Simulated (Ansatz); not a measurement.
The system is Fe.

```
Fe
1.0
    -1.44300    1.44300    1.44300
     1.44300   -1.44300    1.44300
     1.44300    1.44300   -1.44300
Fe
1
Cartesian
  0.0000 0.0000 0.0000
```

* Program: Ansatz 0.2.0
* Task: relaxation of cell and atoms
* Functional: HSE03
* Potentials or basis: Ansatz PAW
* Cutoff: 420 eV (not typed: the program's choice for these potentials)
* k mesh: 7 × 7 × 7
* Occupations: fermi-dirac, width 0.05 eV
* Spin: collinear spin, ferromagnetic start
* Starting moments: [3.0] μB

At the start: volume 12.02 Å³/atom.

Problem. How do energy, volume and symmetry change on relaxing?

Solution. It ends after 7 steps and the volume is 12.40 Å³/atom (+3.2 %); space group Im-3m (No. 229, to 0.05 Å); moment 2.89 μB per cell.

Step by step:
| step | energy change (eV) | largest force (eV/Å) | volume (Å³) |
| --- | --- | --- | --- |
| 1 | 0.0000 | 0.0000 | 12.02 |
| 2 | -0.0056 | 0.0000 | 12.28 |
| 3 | -0.0061 | 0.0000 | 12.40 |
| 4 | -0.0061 | 0.0000 | 12.40 |
| 5 | -0.0067 | 0.0000 | 12.40 |
| 6 | -0.0067 | 0.0000 | 12.40 |
| 7 | -0.0067 | 0.0000 | 12.40 |

Final structure:
```cif
data_structure
_symmetry_space_group_name_H-M 'P 1'
_symmetry_Int_Tables_number 1
_cell_length_a 2.5254
_cell_length_b 2.5254
_cell_length_c 2.5254
_cell_angle_alpha 109.471
_cell_angle_beta 109.471
_cell_angle_gamma 109.471
_cell_volume 12.40
loop_
_atom_site_label
_atom_site_type_symbol
_atom_site_fract_x
_atom_site_fract_y
_atom_site_fract_z
_atom_site_occupancy
Fe1 Fe 0.00000 0.00000 0.00000 1
```

Caveat: the k mesh is coarse (spacing up to 0.44 Å⁻¹), so the values aren't converged, least of all with exact exchange; the magnetic or orbital state may not be the lowest; the plane-wave basis is chosen anew once the cell has moved, so the energies of steps on either side of that aren't comparable; the PAW data sets come from PBE, with cores solved anew for the run's functional, which leaves a small shift of forces and pressure.
